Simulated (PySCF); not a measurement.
**Spin-Hamiltonian simulation**

Molecule: `C1COCCN1`, C₄H₉NO.

Bonds (- single, = double, # triple, : aromatic): C1-C2 1.523 Å, C2-O3 1.405 Å, O3-C4 1.405 Å, C4-C5 1.523 Å, C5-N6 1.452 Å, N6-C1 1.452 Å. C1 carries H7, H8; C2 carries H9, H10; C4 carries H11, H12; C5 carries H13, H14; N6 carries H15.

- σ from GIAO-PBE0/pcSseg-1
- structure optimised with PBE0-D3(BJ)/def2-SVP
- J: B3LYP/pcJ-1 (spin–dipole term only in couplings to heteroatoms)
- code: PySCF 2.14.0 with density-fitted response routines
- averaged over atoms made equivalent by symmetry, fast rotation or ring inversion, no solvent model, relativity neglected, single conformer

Scale: TMS for $^{1}$H (reference shieldings calculated alike).

Shifts (ppm): H7/H8/H13/H14 2.60, H9/H10/H11/H12 3.31.
Couplings (Hz): H7–H8, H13–H14: -15.8; H7–H9, H8–H10, H11–H14, H12–H13: 3.3; H7–H10, H8–H9, H11–H13, H12–H14: 6.9; H7–H11, H8–H12, H9–H14, H10–H13: -0.2; H7–H12, H8–H11, H9–H13, H10–H14: 0.4; H7–H13, H8–H14: -0.2; H7–H14, H8–H13: 0.3; H9–H10, H11–H12: -12.8; H9–H12, H10–H11: -0.6.

The 8-spin Hamiltonian (Zeeman plus full scalar coupling among like nuclei) was diagonalised exactly; lines are Lorentzian, 0.4 Hz wide, and the maxima above 3 % are listed with the tallest set to 100.

Q: Give the $^{1}$H peak list of this spin system at 200 MHz.

A: 
```json
{"Hz": "667.2", "ppm": "3.336", "height": "78"}
{"Hz": "662.2", "ppm": "3.311", "height": "100"}
{"Hz": "657.0", "ppm": "3.285", "height": "95"}
{"Hz": "525.0", "ppm": "2.625", "height": "93"}
{"Hz": "520.8", "ppm": "2.604", "height": "49"}
{"Hz": "519.8", "ppm": "2.599", "height": "82"}
{"Hz": "515.9", "ppm": "2.579", "height": "14"}
{"Hz": "514.8", "ppm": "2.574", "height": "86"}
```

Q: And at 700 MHz?

A: 
Hz from δ = 0 (height): 2322.2 (87), 2317.1 (100), 2314.5 (4), 2311.8 (92), 1825.1 (94), 1819.9 (80), 1814.9 (92)

Q: Among coupled protons with different shifts, which pair is furthest from first order, and how does the field change that?

A: H7 and H10: Δν/J is about 20.6 at 200 MHz (close to first order) and 72.0 at 700 MHz (close to first order). J in Hz doesn't depend on the field, while Δν in Hz grows in proportion to it. The system also holds chemically equivalent protons that couple differently to a partner (AA′BB′ or AA′XX′ type), and that part stays second order at any field.

OH/NH shifts are gas-phase values; hydrogen bonding in solution moves them, usually downfield. Unscaled 3J(H,H) at this level run about 10 % above measured values.
